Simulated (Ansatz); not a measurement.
# Manganese, dhcp under RPBE: ground state and equation of state

The plan for manganese in the dhcp structure: relax it, solve it on a dense k-mesh, then scale the cell to 7 volumes from 88 to 112 % of the relaxed one and try a fit of the equation of state. The start is antiferromagnetic (alternate layers). The k-meshes are 14×14×4 for the relaxation; 19×19×5 for the dense run; 16×16×5 for the volumes.

Program: Ansatz 0.2.0. Level of theory: DFT RPBE, plane waves (420 eV) with PAW, scalar-relativistic; PBE-made PAW files. These are calculated values, not measurements.

### 1 The system as given

Symmetry: P6_3/mmc, No. 194, hexagonal system. Conventional cell: a = 2.552 Å, b = 2.552 Å, c = 8.334 Å, α = 90.00°, β = 90.00°, γ = 120.00°. Around Mn (site symmetry -3m) lie 12 Mn at 2.55 Å. Mn (site symmetry -6m2) has 12 Mn at 2.55 Å as nearest neighbours.

Coordinates:

```xyz
4
Lattice="2.5518 0.0000 0.0000 -1.2759 2.2099 0.0000 0.0000 0.0000 8.3341" Properties=species:S:1:pos:R:3 pbc="T T T"
Mn    0.0000    0.0000    0.0000
Mn    0.0000    0.0000    4.1671
Mn    0.0000    1.4733    2.0835
Mn    1.2759    0.7366    6.2506
```

Starting moments (μB): +3 ×2, -3 ×2.

### 2 Geometry optimisation

The input, input.yaml:

```yaml
crystal:
  lattice:
    - [2.5517868831, 0.0, 0.0]
    - [-1.2758934415, 2.2099122658, 0.0]
    - [0.0, 0.0, 8.3341359602]
  atoms:
    - { symbol: Mn, position: [0.0, 0.0, 0.0], spin: 3.0 }
    - { symbol: Mn, position: [0.0, 0.0, 0.5], spin: 3.0 }
    - { symbol: Mn, position: [0.3333333333, 0.6666666667, 0.25], spin: -3.0 }
    - { symbol: Mn, position: [0.6666666667, 0.3333333333, 0.75], spin: -3.0 }
hamiltonian:
  xc: rpbe
  pseudopotentials:
    kind: paw
    azcp:
      Mn: "pseudopotentials/Mn.paw.azcp"
basis:
  ecutwfc: 420
  fft_grid_basis: typed
kpoints:
  mp_grid: { grid: [14, 14, 4], shift: [0, 0, 0] }
magnetization:
  spin_polarized: true
scf:
  occupations: { method: fermi_dirac, width: 0.05 }
relax:
  max_steps: 60
  f_tol: 0.01
  cell: {}
output:
  write_density: true
  write_potential: true
  elf: true
  volumetric_format: npy
```

The runs that follow: Dense single point; The cell scaled to 88 % of its volume; The cell scaled to 92 % of its volume; The cell scaled to 96 % of its volume; The cell scaled to 100 % of its volume; The cell scaled to 104 % of its volume; The cell scaled to 108 % of its volume; The cell scaled to 112 % of its volume.

What does the calculation give? Wanted: space group; conventional cell; volume; shortest distance; gap on the mesh; magnetic state; relative to alpha-Mn.

As calculated:

| quantity | value |
| --- | --- |
| space group (spins left aside) | P6_3/mmc (No. 194) |
| conventional cell | a = 2.508 Å, c = 8.148 Å (c/a = 3.249) |
| volume | 11.099 Å³/atom |
| shortest distance | 2.499 Å |
| gap on the mesh | none (levels filled in part) |
| magnetic state | ferrimagnetic, up to 0.93 μB per atom |
| relative to alpha-Mn (A12), ferrimagnetic | +86 meV/atom |

From the guessed start the volume shrank by 5.5 % in 6 steps. It lies 86 meV/atom above the element's reference form at the same level (alpha-Mn (A12), ferrimagnetic, from a run of its own). It ends ferrimagnetic, with up to 0.93 μB per atom. That is not the order it started in. Levels at the Fermi energy are filled in part, as in a metal. Relaxation kept the symmetry; phonons were not checked.
